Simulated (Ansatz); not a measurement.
System: rutile RuO2. Method: BLYP in Ansatz (PAW).

Numerical settings: plane-wave cutoff 520 eV, 12×12×18 k mesh (along the axes of the cell as run), Fermi–Dirac smearing 0.05 eV, no spin polarisation, scalar-relativistic PAW data made under PBE.

Cell (relaxed at this level):

```cif
data_O4Ru2
_chemical_formula_sum 'Ru2 O4'
_space_group_name_H-M_alt 'P42/mnm'
_space_group_IT_number 136
_space_group_name_Hall '-P 4n 2n'
_cell_length_a 4.57901
_cell_length_b 4.57901
_cell_length_c 3.15201
_cell_angle_alpha 90.000
_cell_angle_beta 90.000
_cell_angle_gamma 90.000
loop_
_atom_site_label
_atom_site_type_symbol
_atom_site_symmetry_multiplicity
_atom_site_Wyckoff_symbol
_atom_site_fract_x
_atom_site_fract_y
_atom_site_fract_z
_atom_site_occupancy
Ru1 Ru 2 a 0.00000 0.00000 0.00000 1
O1 O 4 f 0.30530 0.30530 0.00000 1
```

Problem. What does this level give for the bulk modulus and pressure derivative B′ of the bulk modulus?

Solution. 
- bulk modulus = 230 GPa
- pressure derivative B′ of the bulk modulus = 4.8

The run finds no gap.

Measured, for comparison: bulk modulus 270 GPa (room temperature, no zero-point or thermal correction; as tabulated in LI and ZENG (2008), arXiv:0807.3251). Computed (rounded) less measured: bulk modulus -15 %.

Note: the bulk modulus comes from volumes at which shape and atoms were relaxed.

Computed values are for the static lattice.

The result took roughly 9 core-minutes.

Ansatz is a quantum-chemistry and plane-wave program.
